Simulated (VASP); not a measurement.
# Ti (P6_3/mmc) in VASP: a series of runs, part 2 of 2

VASP 6.6.1.

## 3. Relaxation of cell and atoms, PBEsol

This run uses another cell than the first one, of 16.68 Å³/atom, 0.946 times its volume.

Contents of INCAR:

```
SYSTEM = Ti
PREC = Accurate
ENCUT = 600
EDIFF = 1E-7
ISMEAR = 1
SIGMA = 0.1
LREAL = .FALSE.
LASPH = .TRUE.
NELM = 80
ALGO = Normal
ISIF = 3
LWAVE = .FALSE.
LCHARG = .FALSE.
GGA = PS
IBRION = 2
NSW = 90
EDIFFG = -0.005
```

Contents of KPOINTS:

```
Automatic mesh
0
G
  15 15 8
  0 0 0
```

Contents of POSCAR:

```
Ti                                      
1.0
    2.9021000519     -0.0000000000      0.0000000000
   -1.4510500259      2.5132923681     -0.0000000000
    0.0000000000      0.0000000000      4.5750144041
  Ti            
     2
Direct
     0.3333333300000021    0.6666666699999979    0.2500000000000000
     0.6666666699999979    0.3333333300000021    0.7500000000000000
```

Potentials or basis: VASP PAW PBE potentials, release 64 (Ti_sv).

Command:

```sh
> cat potpaw_PBE.64/Ti_sv/POTCAR > POTCAR
> mpirun -np 1 vasp_std > vasp.out
```

OUTCAR:

```text
SYSTEM = Ti
   PREC = Accurate
   ENCUT = 600
   EDIFF = 1E-7
   ISMEAR = 1
   LREAL = .FALSE.
   LASPH = .TRUE.
   NELM = 80
   ISIF = 3
   GGA = PS
   IBRION = 2
   NSW = 90
   EDIFFG = -0.005

 ion  position               nearest neighbor table
   1  0.333  0.667  0.250-   2 2.84   2 2.84   2 2.84   2 2.84   2 2.84   2 2.84
   2  0.667  0.333  0.750-   1 2.84   1 2.84   1 2.84   1 2.84   1 2.84   1 2.84

  LATTYP: Found a hexagonal cell.
 ALAT       =     2.9021000519
 C/A-ratio  =     1.5764495787

  Lattice vectors:

 A1 = (   2.9021000519,   0.0000000000,   0.0000000000)
 A2 = (  -1.4510500259,   2.5132923681,   0.0000000000)
 A3 = (   0.0000000000,   0.0000000000,   4.5750144041)

Analysis of symmetry for initial positions (statically):
=====================================================================
 Subroutine PRICEL returns:
 Original cell was already a primitive cell.

 Routine SETGRP: Setting up the symmetry group for a
 hexagonal supercell.

 Subroutine GETGRP returns: Found 24 space group operations
 (whereof 12 operations were pure point group operations)
 out of a pool of 24 trial point group operations.

The static configuration has the point symmetry D_3d.
 The point group associated with its full space group is D_6h.

Analysis of symmetry for dynamics (positions and initial velocities):
=====================================================================
 Subroutine PRICEL returns:
 Original cell was already a primitive cell.

 Routine SETGRP: Setting up the symmetry group for a
 hexagonal supercell.

 Subroutine GETGRP returns: Found 24 space group operations
 (whereof 12 operations were pure point group operations)
 out of a pool of 24 trial point group operations.

The dynamic configuration has the point symmetry D_3d.
 The point group associated with its full space group is D_6h.

 Subroutine INISYM returns: Found 24 space group operations
 (whereof 12 operations are pure point group operations),
 and found     1 'primitive' translations

----------------------------------------------------------------------------------------

                                     Primitive cell

  volume of cell :      33.3694

  direct lattice vectors                    reciprocal lattice vectors
     2.902100052  0.000000000  0.000000000     0.344578058  0.198942235  0.000000000
    -1.451050026  2.513292368  0.000000000     0.000000000  0.397884469  0.000000000
     0.000000000  0.000000000  4.575014404     0.000000000  0.000000000  0.218578547

  length of vectors
     2.902100052  2.902100051  4.575014404     0.397884469  0.397884469  0.218578547

  position of ions in fractional coordinates (direct lattice)
     0.333333330  0.666666670  0.250000000
     0.666666670  0.333333330  0.750000000

  ion indices of the primitive-cell ions
   primitive index   ion index
                 1           1
                 2           2

----------------------------------------------------------------------------------------

 KPOINTS: Automatic mesh

Automatic generation of k-mesh.
 Grid dimensions read from file:
 generate k-points for:   15   15    8

 Generating k-lattice:

  Cartesian coordinates                     Fractional coordinates (reciprocal lattice)
     0.022971871  0.013262816  0.000000000     0.066666667  0.000000000  0.000000000
     0.000000000  0.026525631  0.000000000     0.000000000  0.066666667  0.000000000
     0.000000000  0.000000000  0.027322318     0.000000000  0.000000000  0.125000000

  Length of vectors
     0.026525631  0.026525631  0.027322318

  Shift w.r.t. Gamma in fractional coordinates (k-lattice)
     0.000000000  0.000000000  0.000000000

 Subroutine IBZKPT returns following result:
 ===========================================

 Found    135 irreducible k-points:

 Following reciprocal coordinates:
            Coordinates               Weight
  0.000000  0.000000  0.000000      1.000000
  0.066667 -0.000000  0.000000      6.000000
  0.133333  0.000000  0.000000      6.000000
  0.200000 -0.000000  0.000000      6.000000
  0.266667  0.000000  0.000000      6.000000
  0.333333 -0.000000  0.000000      6.000000
[... 16 lines left out ...]
  0.333333  0.200000  0.000000     12.000000
  0.400000  0.200000  0.000000      6.000000
 [... further k-points ...]
   k-points           NKPTS =    135   k-points in BZ     NKDIM =    135   number of bands    NBANDS=     16
   number of dos      NEDOS =    301   number of ions     NIONS =      2
   total plane-waves  NPLWV =  23040
   dimension x,y,z NGX =    24 NGY =   24 NGZ =   40
   dimension x,y,z NGXF=    48 NGYF=   48 NGZF=   80
   ions per type =               2
   NGX,Y,Z   is equivalent  to a cutoff of  13.75, 13.75, 14.54 a.u.
   NGXF,Y,Z  is equivalent  to a cutoff of  27.50, 27.50, 29.07 a.u.
 SYSTEM =  Ti
   PREC   = accura    normal or accurate (medium, high low for compatibility)
   ISTART =      0    job   : 0-new  1-cont  2-samecut
   ICHARG =      2    charge: 1-file 2-atom 10-const
   ISPIN  =      1    spin polarized calculation?
   LNONCOLLINEAR =      F non collinear calculations
   LSORBIT =      F    spin-orbit coupling
   LASPH  =      T    aspherical Exc in radial PAW
   ENCUT  =  600.0 eV  44.10 Ry    6.64 a.u.   5.80  5.80  9.14*2*pi/ulx,y,z
   NELM   =     80;   NELMIN=  2; NELMDL= -5     # of ELM steps
   EDIFF  = 0.1E-06   stopping-criterion for ELM
   LREAL  =      F    real-space projection
   EDIFFG = -.5E-02   stopping-criterion for IOM
   NSW    =     90    number of steps for IOM
   IBRION =      2    ionic relax: 0-MD 1-quasi-New 2-CG
   NFREE  =      1    steps in history (QN), initial steepest desc. (CG)
   ISIF   =      3    stress and relaxation
   ISYM   =      2    0-nonsym 1-usesym 2-fastsym
   POTIM  = 0.5000    time-step for ionic-motion
   TEBEG  =    0.0;   TEEND  =   0.0 temperature during run
   PSTRESS=    0.0 pullay stress
   NELECT =      24.0000    total number of electrons
   NUPDOWN=      -1.0000    fix difference up-down
   EMIN   =  10.00;   EMAX   =-10.00  energy-range for DOS
   EFERMI =   0.00;   METHOD = LEGACY
   ISMEAR =     1;   SIGMA  =   0.10  broadening in eV -4-tet -1-fermi 0-gaus
   EFERMI_NEDOS =   21; number of points for ismear=-14 and -15
   IALGO  =     38    algorithm
   IMIX   =      4    mixing-type and parameters
     AMIX     =   0.40;   BMIX     =  1.00
     AMIX_MAG =   1.60;   BMIX_MAG =  1.00
  volume/ion in A,a.u.               =      16.68       112.59
  Fermi-wavevector in a.u.,A,eV,Ry     =   1.466772  2.771797 29.271849  2.151420
  Thomas-Fermi vector in A             =   2.582470
   LORBIT       =      0    0 simple, 1 ext, 2 COOP (PROOUT), +10 PAW based schemes
   GGA     = PS    functional components
   LHFCALC =     F    Hartree Fock is set to
   AEXX    =    0.0000 exact exchange contribution
   IVDW    =     0    specifies the selected vdW correction
   LEPSILON=     F    determine dielectric tensor
   LRPA    =     F    only Hartree local field effects (RPA)
 conjugate gradient relaxation of ions
 non-spin polarized calculation
 Methfessel and Paxton  Order N= 1 SIGMA  =   0.10
  energy-cutoff  :      600.00
  volume of cell :       33.37
 maximum number of plane-waves:      1134
 NGX is ok and might be reduce to    24
   NGX = 11   NGY = 11   NGZ = 19

 number of electron      23.9999997 magnetization

 Free energy of the ion-electron system (eV)
  ---------------------------------------------------
  ext. energy  EPLUGINS =         0.00000000
  ---------------------------------------------------
  free energy    TOTEN  =       -16.67819639 eV

  energy without entropy =      -16.67857740  energy(sigma->0) =      -16.67832339

 E-fermi :   8.6524     XC(G=0): -11.8287

 val. band max:        8.6523076705   @ k =   0.0000   0.0000   0.3750
 cond. band min:       8.6572330793   @ k =   0.0667  -0.0000   0.2500
 fundamental gap:      0.0049254088
 Fermi energy:         8.6524127461

 k-point     1 :       0.0000    0.0000    0.0000
  band No.  band energies     occupation
      1     -47.9282      2.00000
      2     -47.7612      2.00000
      3     -24.6789      2.00000
      4     -23.9334      2.00000
      5     -23.9334      2.00000
      6     -23.8539      2.00000
[... 433 lines left out ...]
      3     -24.4184      2.00000
      4     -24.2769      2.00000
      5     -24.2677      2.00000
      6     -24.1917      2.00000
[... 8 lines left out ...]
     15      10.0512     -0.00000
     16      11.8520      0.00000

 [... further k-points ...]

------------------------ aborting loop because EDIFF is reached ----------------------------------------

  FORCE on cell =-STRESS in cart. coord.  units (eV):
  Direction    XX          YY          ZZ          XY          YZ          ZX
  --------------------------------------------------------------------------------------
  -------------------------------------------------------------------------------------
  Total       -0.0077152     -0.0077152      0.0068958     -0.0000000      0.0000000      0.0000000
  in kB       -0.3704331     -0.3704330      0.3310909     -0.0000000      0.0000000      0.0000000
  external PRESSURE =      -0.1365917 kB  Pullay stress =       0.0000000 kB

 VOLUME and BASIS-vectors are now :
 -----------------------------------------------------------------------------
  energy-cutoff  :      600.00
  volume of cell :       33.37
      direct lattice vectors                 reciprocal lattice vectors
     2.902100052  0.000000000  0.000000000     0.344578058  0.198942235  0.000000000
    -1.451050026  2.513292368  0.000000000     0.000000000  0.397884469  0.000000000
     0.000000000  0.000000000  4.575014404     0.000000000  0.000000000  0.218578547

 POSITION                                       TOTAL-FORCE (eV/Angst)
 -----------------------------------------------------------------------------------
     -0.00000      1.67553      1.14375         0.000000     -0.000000      0.000000
      1.45105      0.83776      3.43126        -0.000000      0.000000      0.000000
 -----------------------------------------------------------------------------------
    total drift:                               -0.000009      0.000005     -0.000000

  FREE ENERGIE OF THE ION-ELECTRON SYSTEM (eV)
  ---------------------------------------------------
  free  energy   TOTEN  =       -16.6781963857 eV

  energy  without entropy=      -16.6785774022  energy(sigma->0) =      -16.67832339

 reached required accuracy - stopping structural energy minimisation
```

CONTCAR:

```text
Ti
   1.00000000000000
     2.9021000519000002    0.0000000000000000    0.0000000000000000
    -1.4510500259000001    2.5132923681000001    0.0000000000000000
     0.0000000000000000    0.0000000000000000    4.5750144041000000
  Ti
     2
Direct
     0.3333333300000021    0.6666666699999979    0.2500000000000000
     0.6666666699999979    0.3333333300000021    0.7500000000000000

  0.00000000E+00  0.00000000E+00  0.00000000E+00
  0.00000000E+00  0.00000000E+00  0.00000000E+00
```

Run time: 33 s. Hardware: 1 thread of Intel Xeon 6975P-C (Granite Rapids), shared host; peak memory 0.21 GiB.

What came out:

* Free energy: -16.6782 eV
* Pressure after relaxing: 0.0 GPa
* Band gap on the k mesh: none (metal or under the smearing width)

Final structure:
```yaml
crystal:
  lattice:
    - [2.90210, 0.00000, 0.00000]
    - [-1.45105, 2.51329, 0.00000]
    - [0.00000, 0.00000, 4.57501]
  atoms:
    - { symbol: Ti, position: [0.33333, 0.66667, 0.25000] }
    - { symbol: Ti, position: [0.66667, 0.33333, 0.75000] }
```

Levels at points of the mesh, in eV from the Fermi level:
| k point | band 9 | band 10 | band 11 | band 12 | band 13 | band 14 | band 15 | band 16 |
| --- | --- | --- | --- | --- | --- | --- | --- | --- |
| (0.00, 0.00, 0.00) | -6.32 | -2.81 | 0.78 | 0.78 | 0.92 | 0.93 | 1.31 | 1.31 |
| (0.00, 0.00, 0.50) | -4.39 | -4.39 | 0.09 | 0.09 | 0.67 | 0.67 | 0.67 | 0.67 |

Caveat: the relaxation stopped at its first step, so nothing moved; the PAW data sets were made with another functional, which shifts forces and pressure a little.
